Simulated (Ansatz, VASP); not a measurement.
# Two plane-wave programs on KF

File INCAR:

```
PREC = Accurate ; ENCUT = 520
EDIFF = 1E-6 ; ISMEAR = 0
SIGMA = 0.02 ; LREAL = F
LASPH = T ; NELM = 80
ALGO = Fast ; ISIF = 2
LWAVE = F ; LCHARG = F
GGA = PE ; NBANDS = 15
```

File KPOINTS:

```
regular mesh
0
Gamma
  8 8 8
```

POSCAR

```
KF
1.0
    0.0000000000      2.9758000000      2.9758000000
    2.9758000000      0.0000000000      2.9758000000
    2.9758000000      2.9758000000      0.0000000000
K F
1 1
Direct
    0.0000000000      0.0000000000      0.0000000000
    0.2500000000      0.2500000000      0.2500000000
```

Input for Ansatz:

```yaml
crystal:
  lattice:
    - [0.0, 2.9758, 2.9758]
    - [2.9758, 0.0, 2.9758]
    - [2.9758, 2.9758, 0.0]
  atoms:
    - { symbol: K, position: [0.0, 0.0, 0.0] }
    - { symbol: F, position: [0.25, 0.25, 0.25] }
basis:
  ecutwfc: 420
kpoints:
  mp_grid: { grid: [8, 8, 8] }
hamiltonian:
  xc: pbe
scf:
  occupations: { method: gaussian, width: 0.02 }
output:
  forces: true
  stress: true
  eigenvalues: true
```

Alike in both runs: task single point; functional PBE; k mesh 8 × 8 × 8; occupations gaussian, width 0.02 eV; no spin polarisation.

|  | VASP | Ansatz |
| --- | --- | --- |
| version | VASP 6.6.1 | Ansatz 0.2.0 |
| potentials or method | VASP PAW PBE potentials, release 64 (K_sv, F) | scalar-relativistic, plane waves, PAW |
| plane-wave cutoff (eV) | 520 | 420 |
| valence electrons in the cell | 16 | 16 |

VASP gave:

```
gap on the k mesh at the Fermi level (eV) : 5.05
least direct gap on the mesh (eV)         : 5.23
pressure (GPa)                            : 0.0
```

Which values does Ansatz return?

gap on the k mesh at the Fermi level (eV): 5.06; least direct gap on the mesh (eV): 5.24; pressure (GPa): 0.0.

A k mesh can miss the band edges.
